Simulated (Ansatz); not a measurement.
Input of an Ansatz 0.2.0 run:

File input.yaml:

```yaml
crystal:
  lattice:
    - [2.49824, 0.0, 0.0]
    - [-1.24912, 2.1635393048, 0.0]
    - [0.0, 0.0, 6.6357]
  atoms:
    - { symbol: "N", position: [0.6666666667, 0.3333333333, 0.25] }
    - { symbol: "N", position: [0.3333333333, 0.6666666667, 0.75] }
    - { symbol: B, position: [0.6666666667, 0.3333333333, 0.75] }
    - { symbol: B, position: [0.3333333333, 0.6666666667, 0.25] }
hamiltonian:
  xc: pbe
  pseudopotentials: { kind: paw }
kpoints:
  mp_grid: { grid: [12, 12, 4] }
scf:
  occupations: { method: gaussian, width: 0.02 }
output:
  forces: true
  stress: true
  eigenvalues: true
```

Potentials or basis: Ansatz PAW.

Command:

```console
$ ansatz run input.yaml --threads 2 --pin off --max-ram 5632MiB --backend cpu --events-out ev --progress --plain --runs-dir out
```

Task: What does it give for the pressure?

Result: 5.1 GPa.

Task: Predict the band gap on the k mesh.

Result: 4.29 eV, indirect (least direct gap 4.66 eV).

Stress tensor (GPa, compression positive):
```
6.12 0.00 0.00
0.00 6.12 0.00
0.00 0.00 2.98
```

Caveat: the pressure holds a Pulay correction of +0.6 GPa for the finite cutoff; this functional lacks dispersion, which binds the layers, so the pressure and a relaxed spacing across them are unreliable. PBE gaps usually lie below the measured ones, often by a third to a half.
